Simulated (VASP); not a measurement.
Wanted: the native input for a VASP 6.6.1 run.

```yaml
Task: relaxation of cell and atoms
Functional: r2SCAN
Potentials_or_basis: VASP PAW PBE potentials, release 64 (Na_pv, Cl)
Cutoff: 600 eV
k_mesh: 8 × 8 × 8
Occupations: gaussian, width 0.02 eV
Spin: no spin polarisation
Further_INCAR_settings: ALGO = Normal; EDIFF = 1e-06; IBRION = 2; EDIFFG = -0.005; NSW = 40; ISIF = 3
```

The structure of NaCl lies in POSCAR:

```
NaCl
1.0
    0.0000000000      2.8000000000      2.8000000000
    2.8000000000      0.0000000000      2.8000000000
    2.8000000000      2.8000000000      0.0000000000
Na Cl
1 1
Direct
    0.0000000000      0.0000000000      0.0000000000
    0.5000000000      0.5000000000      0.5000000000
```

The cell was built by a generator and needn't be a form met in nature.

The input as run:

INCAR

```
SYSTEM = NaCl
  PREC = Accurate
  ENCUT = 600
  EDIFF = 1E-6
  ISMEAR = 0
  SIGMA = 0.02
  LREAL = .FALSE.
  LASPH = .TRUE.
  NELM = 120
  ALGO = Normal
  ISIF = 3
  LWAVE = .FALSE.
  LCHARG = .FALSE.
  METAGGA = R2SCAN
  LMIXTAU = .TRUE.
  IBRION = 2
  NSW = 40
  EDIFFG = -0.005
```

KPOINTS

```
Automatic mesh
0
G
  8 8 8
  0 0 0
```

Potentials or basis: VASP PAW PBE potentials, release 64 (Na_pv, Cl).

The run is started by

```bash
$ cat potpaw_PBE.64/Na_pv/POTCAR potpaw_PBE.64/Cl/POTCAR > POTCAR
$ mpirun -np 1 vasp_std > vasp.out
```

Results of the run:

The relaxed volume is 21.89 Å³/atom, the relaxed cell is a = 3.956 Å, b = 3.956 Å, c = 3.956 Å, α = 60.00°, β = 60.00°, γ = 60.00° and the space group after relaxing (to 0.05 Å) is Fm-3m (No. 225). The energy gained by relaxing is 0.0 meV/atom and the ionic steps are 4. The pressure after relaxing is 0.0 GPa and the band gap on the k mesh is 6.02 eV, direct.

Caveat: the PAW data sets were made with another functional, which shifts forces and pressure a little.

Wall time 84 s on 1 thread of Intel(R) Xeon(R) Platinum 8559C (Emerald Rapids), with other jobs on the host, peak memory 0.18 GiB.
